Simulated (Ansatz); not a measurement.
# HfSiO4: the cost of one run

Program: Ansatz 0.2.0. Level of theory: DFT PBE, scalar-relativistic, plane waves, PAW. These are calculated values, not measurements.

3 further runs of the same task are left out: 3 set aside as unsound or not needed.

## (1) Starting point

The cell holds 36 atoms (CeHf5O24Si6): a = 6.645 Å, b = 6.645 Å, c = 10.173 Å, α = 109.06°, β = 109.06°, γ = 90.00°.

The coordinates of this cell stand in the input of its own run.

The host was relaxed before at PBE: a = 6.645 Å, b = 6.645 Å, c = 6.015 Å, α = 90.00°, β = 90.00°, γ = 90.00° (conventional cell), 11.066 Å³/atom.

Places, in fractions of the supercell: Ce in place of Hf at (0.000, 0.000, 0.000). The start keeps the symmetry of the ideal site.

## (2) Band edges of the host over the zone

Contents of input.yaml:

```yaml
crystal:
  lattice:
    - [-3.3224525186, 3.3224525186, 3.0074739813]
    - [3.3224525186, -3.3224525186, 3.0074739813]
    - [3.3224525186, 3.3224525186, -3.0074739813]
  atoms:
    - { symbol: Hf, position: [0.0, 0.0, 0.0] }
    - { symbol: Hf, position: [0.75, 0.25, 0.5] }
    - { symbol: Si, position: [0.25, 0.75, 0.5] }
    - { symbol: Si, position: [0.5, 0.5, 0.0] }
    - { symbol: O, position: [0.1347298303, 0.3189388947, 0.8157909356] }
    - { symbol: O, position: [0.0689388947, 0.7531479591, 0.6842090644] }
    - { symbol: O, position: [0.0689388947, 0.3847298303, 0.3157909356] }
    - { symbol: O, position: [0.5031479591, 0.3189388947, 0.1842090644] }
    - { symbol: O, position: [0.6810611053, 0.4968520409, 0.8157909356] }
    - { symbol: O, position: [0.6152701697, 0.9310611053, 0.6842090644] }
    - { symbol: O, position: [0.2468520409, 0.9310611053, 0.3157909356] }
    - { symbol: O, position: [0.6810611053, 0.8652701697, 0.1842090644] }
basis:
  ecutwfc: 420
  xc_grid: 2
kpoints:
  mp_grid: { grid: [6, 6, 6] }
  band_path: { path: [VBM, CBM], npoints: 2 }
hamiltonian:
  xc: pbe
scf:
  occupations: { method: gaussian, width: 0.02 }
output:
  forces: true
  stress: true
  eigenvalues: true
```

Launch:

```console
ansatz run input.yaml --threads 8 --pin off --max-ram 16384MiB --backend cpu --events-out ev --progress --plain --runs-dir out
```

Q: Estimate wall time and peak memory on 8 threads of Arm Neoverse V1, shared host.

About 11 s, with a peak of 0.81 GiB.
